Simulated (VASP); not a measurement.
# Ru (P6_3/mmc) in VASP: single point with PBEsol

Aim: the single point of Ru with PBEsol.

All numbers are computed with VASP 6.6.1; they aren't measurements. Logs are shortened: lines on timing, memory, paths and dates and some standing lists are left out, and cuts for length are marked.

### 1 The crystal as given

The structure is hexagonal, space group P6_3/mmc (No. 194). Conventional cell: a = 2.689 Å, b = 2.689 Å, c = 4.252 Å, α = 90.00°, β = 90.00°, γ = 120.00°. Ru (site symmetry -6m2) has 12 Ru at 2.63 to 2.69 Å as nearest neighbours.

### 2 Single point, PBEsol, non-collinear spin, zero start, spin-orbit coupling

INCAR reads:

```
  ALGO = Normal
  EDIFF = 1E-7
  ENCUT = 520
  GGA = PS
  GGA_COMPAT = False
  ISIF = 2
  ISMEAR = 0
  LASPH = True
  LCHARG = False
  LMAXMIX = 4
  LORBIT = 11
  LREAL = False
  LSORBIT = True
  LWAVE = False
  MAGMOM = 0 0 0 0 0 0
  NELM = 100
  PREC = Accurate
  SIGMA = 0.1
```

KPOINTS reads:

```
k-points
0
Gamma
  18 18 10
```

POSCAR reads:

```
Ru
1.0
    2.6892300000      0.0000000000      0.0000000000
   -1.3446200000      2.3289400000      0.0000000000
    0.0000000000      0.0000000000      4.2520100000
Ru
2
Direct
    0.3333300000      0.6666700000      0.2500000000
    0.6666700000      0.3333300000      0.7500000000
```

Potentials or basis: VASP PAW PBE potentials, release 64 (Ru_pv).

Launch:

```bash
$ cat potpaw_PBE.64/Ru_pv/POTCAR > POTCAR
$ mpirun -np 1 vasp_ncl > vasp.out
```

OUTCAR:

```text
EDIFF = 1E-7
   ENCUT = 520
   GGA = PS
   ISIF = 2
   ISMEAR = 0
   LASPH = True
   LORBIT = 11
   LREAL = False
   LSORBIT = True
   NELM = 100
   PREC = Accurate

 ion  position               nearest neighbor table
   1  0.333  0.667  0.250-   2 2.63   2 2.63   2 2.63   2 2.63   2 2.63   2 2.63
   2  0.667  0.333  0.750-   1 2.63   1 2.63   1 2.63   1 2.63   1 2.63   1 2.63

  LATTYP: Found a hexagonal cell.
 ALAT       =     2.6892300000
 C/A-ratio  =     1.5811254523

  Lattice vectors:

 A1 = (   2.6892300000,   0.0000000000,   0.0000000000)
 A2 = (  -1.3446200000,   2.3289400000,   0.0000000000)
 A3 = (   0.0000000000,   0.0000000000,   4.2520100000)

Analysis of symmetry for initial positions (statically):
=====================================================================
 Subroutine PRICEL returns:
 Original cell was already a primitive cell.

 Routine SETGRP: Setting up the symmetry group for a
 hexagonal supercell.

 Subroutine GETGRP returns: Found  8 space group operations
 (whereof  4 operations were pure point group operations)
 out of a pool of 24 trial point group operations.

The static configuration has the point symmetry C_2h.
 The point group associated with its full space group is D_2h.

Analysis of symmetry for dynamics (positions and initial velocities):
=====================================================================
 Subroutine PRICEL returns:
 Original cell was already a primitive cell.

 Routine SETGRP: Setting up the symmetry group for a
 hexagonal supercell.

 Subroutine GETGRP returns: Found  8 space group operations
 (whereof  4 operations were pure point group operations)
 out of a pool of 24 trial point group operations.

The dynamic configuration has the point symmetry C_2h.
 The point group associated with its full space group is D_2h.

Analysis of structural, dynamic, and magnetic symmetry:
=====================================================================
 Subroutine PRICEL returns:
[... 1112 lines left out ...]
  -------------------------------------------------------------------------------------
  Total        0.0440037      0.0441683      0.0332836      0.0001426      0.0000000     -0.0000000
  in kB        2.6473962      2.6573027      2.0024427      0.0085765      0.0000000     -0.0000000
  external PRESSURE =       2.4357139 kB  Pullay stress =       0.0000000 kB

 VOLUME and BASIS-vectors are now :
 -----------------------------------------------------------------------------
  energy-cutoff  :      520.00
  volume of cell :       26.63
      direct lattice vectors                 reciprocal lattice vectors
     2.689230000  0.000000000  0.000000000     0.371853653  0.214690743  0.000000000
    -1.344620000  2.328940000  0.000000000     0.000000000  0.429379890  0.000000000
     0.000000000  0.000000000  4.252010000     0.000000000  0.000000000  0.235182890

 POSITION                                       TOTAL-FORCE (eV/Angst)
 -----------------------------------------------------------------------------------
     -0.00002      1.55263      1.06300         0.000212     -0.000122      0.000000
      1.34463      0.77631      3.18901        -0.000212      0.000122     -0.000000
 -----------------------------------------------------------------------------------
    total drift:                                0.000000     -0.000000     -0.000000

  FREE ENERGIE OF THE ION-ELECTRON SYSTEM (eV)
  ---------------------------------------------------
  free  energy   TOTEN  =       -20.6085010266 eV

  energy  without entropy=      -20.5994058359  energy(sigma->0) =      -20.60395343

 Spin-Orbit-Coupling matrix elements

 Ion:    1  E_soc:     -0.2625045
 l=   1
     0.0000000    -0.0363700    -0.0363957
    -0.0363700     0.0000000    -0.0363700
    -0.0363957    -0.0363700     0.0000000
 l=   2
     0.0000000    -0.0015216     0.0000000    -0.0015216    -0.0060144
    -0.0015216     0.0000000    -0.0042595    -0.0014969    -0.0015216
     0.0000000    -0.0042595     0.0000000    -0.0042595     0.0000000
    -0.0015216    -0.0014969    -0.0042595     0.0000000    -0.0015216
    -0.0060144    -0.0015216     0.0000000    -0.0015216     0.0000000
 l=   3
     0.0000000     0.0000000     0.0000000     0.0000000     0.0000000     0.0000000     0.0000000
     0.0000000     0.0000000     0.0000000     0.0000000     0.0000000     0.0000000     0.0000000
     0.0000000     0.0000000     0.0000000     0.0000000     0.0000000     0.0000000     0.0000000
     0.0000000     0.0000000     0.0000000     0.0000000     0.0000000     0.0000000     0.0000000
     0.0000000     0.0000000     0.0000000     0.0000000     0.0000000     0.0000000     0.0000000
     0.0000000     0.0000000     0.0000000     0.0000000     0.0000000     0.0000000     0.0000000
     0.0000000     0.0000000     0.0000000     0.0000000     0.0000000     0.0000000     0.0000000

 Ion:    2  E_soc:     -0.2625045
 l=   1
     0.0000000    -0.0363700    -0.0363957
    -0.0363700     0.0000000    -0.0363700
    -0.0363957    -0.0363700     0.0000000
 l=   2
     0.0000000    -0.0015216     0.0000000    -0.0015216    -0.0060144
    -0.0015216     0.0000000    -0.0042595    -0.0014969    -0.0015216
     0.0000000    -0.0042595     0.0000000    -0.0042595     0.0000000
    -0.0015216    -0.0014969    -0.0042595     0.0000000    -0.0015216
    -0.0060144    -0.0015216     0.0000000    -0.0015216     0.0000000
 l=   3
     0.0000000     0.0000000     0.0000000     0.0000000     0.0000000     0.0000000     0.0000000
     0.0000000     0.0000000     0.0000000     0.0000000     0.0000000     0.0000000     0.0000000
     0.0000000     0.0000000     0.0000000     0.0000000     0.0000000     0.0000000     0.0000000
     0.0000000     0.0000000     0.0000000     0.0000000     0.0000000     0.0000000     0.0000000
     0.0000000     0.0000000     0.0000000     0.0000000     0.0000000     0.0000000     0.0000000
     0.0000000     0.0000000     0.0000000     0.0000000     0.0000000     0.0000000     0.0000000
     0.0000000     0.0000000     0.0000000     0.0000000     0.0000000     0.0000000     0.0000000

 total charge

# of ion       s       p       d       tot
------------------------------------------
    1        0.411   6.331   5.966  12.709
    2        0.411   6.331   5.966  12.709
--------------------------------------------------
tot          0.823  12.662  11.932  25.417

 magnetization (x)

# of ion       s       p       d       tot
------------------------------------------
    1        0.000   0.000   0.000   0.000
    2        0.000   0.000   0.000   0.000
--------------------------------------------------
tot          0.000   0.000   0.000   0.000

 magnetization (y)

# of ion       s       p       d       tot
------------------------------------------
    1        0.000   0.000   0.000   0.000
    2        0.000   0.000   0.000   0.000
--------------------------------------------------
tot          0.000   0.000   0.000   0.000

 magnetization (z)

# of ion       s       p       d       tot
------------------------------------------
    1        0.000   0.000   0.000   0.000
    2        0.000   0.000   0.000   0.000
--------------------------------------------------
tot          0.000   0.000   0.000   0.000
```

OSZICAR:

```text
N       E                     dE             d eps       ncg     rms          rms(c)
DAV:   1     0.339123950505E+03    0.33912E+03   -0.17126E+04 39440   0.174E+03
DAV:   2    -0.113345670747E+02   -0.35046E+03   -0.34120E+03 41236   0.541E+02
DAV:   3    -0.220547463674E+02   -0.10720E+02   -0.10306E+02 41996   0.101E+02
DAV:   4    -0.221951426990E+02   -0.14040E+00   -0.13985E+00 45992   0.995E+00
DAV:   5    -0.221977382676E+02   -0.25956E-02   -0.25954E-02 44056   0.128E+00    0.203E+01
DAV:   6    -0.207243252066E+02    0.14734E+01   -0.38471E+00 39824   0.207E+01    0.525E+00
DAV:   7    -0.206196293245E+02    0.10470E+00   -0.31121E-01 40564   0.526E+00    0.142E+00
DAV:   8    -0.206131032280E+02    0.65261E-02   -0.31363E-03 42084   0.617E-01    0.752E-01
DAV:   9    -0.206084982139E+02    0.46050E-02   -0.40863E-03 41268   0.794E-01    0.949E-02
DAV:  10    -0.206084924345E+02    0.57794E-05   -0.14760E-04 52384   0.112E-01    0.302E-02
DAV:  11    -0.206084992150E+02   -0.67805E-05   -0.28760E-06 42940   0.151E-02    0.166E-02
DAV:  12    -0.206085008163E+02   -0.16013E-05   -0.11040E-06 42380   0.981E-03    0.290E-03
DAV:  13    -0.206085010296E+02   -0.21331E-06   -0.37127E-08 24012   0.174E-03    0.854E-04
DAV:  14    -0.206085010266E+02    0.29504E-08   -0.80539E-09 20400   0.714E-04
   1 F= -.20608501E+02 E0= -.20603953E+02  d E =-.909519E-02  mag=     0.0000    -0.0000    -0.0000
```

stdout:

```text
POSCAR found type information on POSCAR Ru
 POSCAR found :  1 types and       2 ions
 scaLAPACK will be used
 -----------------------------------------------------------------------------
|                                                                             |
|                                                                             |
|     You enforced a specific xc type in the INCAR file but a different       |
|     I HOPE YOU KNOW WHAT YOU ARE DOING!                                     |
|                                                                             |
 -----------------------------------------------------------------------------

 LDA part: xc-table for (Slater+PW92), standard interpolation
 POSCAR, INCAR and KPOINTS ok, starting setup
 FFT: planning ... GRIDC
 FFT: planning ... GRID_SOFT
 FFT: planning ... GRID
 WAVECAR not read
 entering main loop
```

It took 8 min on 1 thread of Intel Xeon Platinum 8559C (Emerald Rapids), shared host; peak memory 0.71 GiB.

Results:

- Free energy: -20.6085 eV
- Pressure: 0.2 GPa
- Net moment: 0.00 μB per cell
- Valence electrons inside the program's atomic spheres: Ru 12.71

Moments on the atoms (μB; x, y, z):
```
Ru  0.00 0.00 0.00
Ru  0.00 0.00 0.00
```

Caveat: the PAW data sets were made with another functional, which shifts forces and pressure a little.
